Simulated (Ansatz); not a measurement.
**SnO: how the free axis answers a strain**

SnO, P4/nmm, a = 3.805 Å, c = 4.753 Å. Ansatz: PBEsol, PAW, 420 eV, Γ-centred 14×14×12 mesh on 4 atoms, Gaussian smearing 0.10 eV; no spin polarisation. Series: biaxial strain in the a-b plane, c and atoms relaxed; x is the strain in per cent. y is the change of c in per cent of 4.753 Å.

| x (%) | y (%) |
| --- | --- |
| -6.0 | 2.95 |
| -4.0 | 1.97 |
| -2.0 | 0.90 |
| 0.0 | 0.00 |
| 2.0 | ? |
| 4.0 | -3.12 |

Task: Fit y = c1 x + c2 x² to the other rows, say what c1 measures, and predict the missing y.

Result: Least squares on the rows shown. y = −0.6436 x − 0.02893 x². With no stress along c, c1 = −2C13/C33 = -0.644. With a term in x³ added, the coefficient of x becomes -0.5516, 14 % less, which shows how far this figure hangs on the form. At x = 2.0 the fit asked for gives -1.40 %. The run gave -1.52 %, so the fit is 0.12 % too high, within the rms miss on the fitted rows (0.17 %). Note that the gap is open there and closed in the run one row up.

1 further run of this set didn't finish or converge.